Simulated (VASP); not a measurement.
Set up this calculation in VASP 6.6.1, as the native input.

```yaml
Task: single point
Functional: r2SCAN
Potentials_or_basis: VASP PAW PBE potentials, release 64 (Ca_sv)
Cutoff: 520 eV
k_mesh: 4 × 4 × 4
Occupations: gaussian, width 0.1 eV
Spin: no spin polarisation
Dipole_correction: no
Further_INCAR_settings: ALGO = Normal; EDIFF = 1e-06; NBANDS = 28
```

Ca:

```
Ca
1.0
    -3.72277    3.72776    3.33014
     3.72277   -3.72776    3.33014
     3.72277    3.72776   -3.33014
Ca
4
Cartesian
  4.9947 1.2706 0.0000
  -1.2719 2.4572 3.3301
  2.4509 1.2706 3.3301
  1.2719 2.4572 0.0000
```

This isn't the form of Ca at room conditions, which is fcc.

These files were run (other wordings do the same):

POSCAR

```
Ca
1.0
   -3.7227727908      3.7277646150      3.3301431152
    3.7227727908     -3.7277646150      3.3301431152
    3.7227727908      3.7277646150     -3.3301431152
Ca
4
Direct
    0.1704225300      0.6708298800      0.8412524100
    0.8295774700      0.3291701200      0.1587475900
    0.6704225300      0.8291701200      0.4995926500
    0.3295774700      0.1708298800      0.5004073500
```

INCAR.step1

```
SYSTEM = Ca
PREC     = Accurate       ! precision mode
ENCUT    = 520            ! plane-wave cutoff, eV
ISMEAR   = 0              ! smearing method
SIGMA    = 0.1            ! smearing width, eV
LREAL    = .False.        ! projectors in reciprocal space
LASPH    = .True.         ! aspherical terms in the spheres
NELM     = 100            ! most SCF steps
NBANDS   = 28             ! bands
GGA      = PE             ! functional
ALGO     = Normal         ! electronic algorithm
EDIFF    = 1E-4           ! SCF threshold, eV
LWAVE    = .True.         ! write WAVECAR
LCHARG   = .False.        ! write CHGCAR
```

INCAR.step2

```
SYSTEM = Ca
PREC     = Accurate       ! precision mode
ENCUT    = 520            ! plane-wave cutoff, eV
EDIFF    = 1E-6           ! SCF threshold, eV
ISMEAR   = 0              ! smearing method
SIGMA    = 0.1            ! smearing width, eV
LREAL    = .False.        ! projectors in reciprocal space
LASPH    = .True.         ! aspherical terms in the spheres
NELM     = 100            ! most SCF steps
ALGO     = Normal         ! electronic algorithm
ISIF     = 2              ! what is computed and relaxed
LWAVE    = .False.        ! write WAVECAR
LCHARG   = .False.        ! write CHGCAR
METAGGA  = R2SCAN         ! meta-GGA
LMIXTAU  = .True.       
NBANDS   = 28             ! bands
ISTART   = 1
```

KPOINTS

```
regular mesh
0
Gamma
  4 4 4
  0 0 0
```

Potentials or basis: VASP PAW PBE potentials, release 64 (Ca_sv).

Command:

```bash
$ cat potpaw_PBE.64/Ca_sv/POTCAR > POTCAR
$ cp INCAR.step1 INCAR
$ mpirun -np 1 vasp_std > vasp.out
$ cp INCAR.step2 INCAR
$ mpirun -np 1 vasp_std > vasp.out
```

Results of the run:

* Pressure: -0.1 GPa
* Largest force: 0.032 eV/Å
* Band gap on the k mesh: none (metal or under the smearing width)

Caveat: the PAW data sets were made with another functional, which shifts forces and pressure a little.

Run time: 4 min on 1 thread of Intel(R) Xeon(R) Platinum 8375C CPU @ 2.90GHz (Ice Lake), with other jobs on the host, peak memory 0.38 GiB.
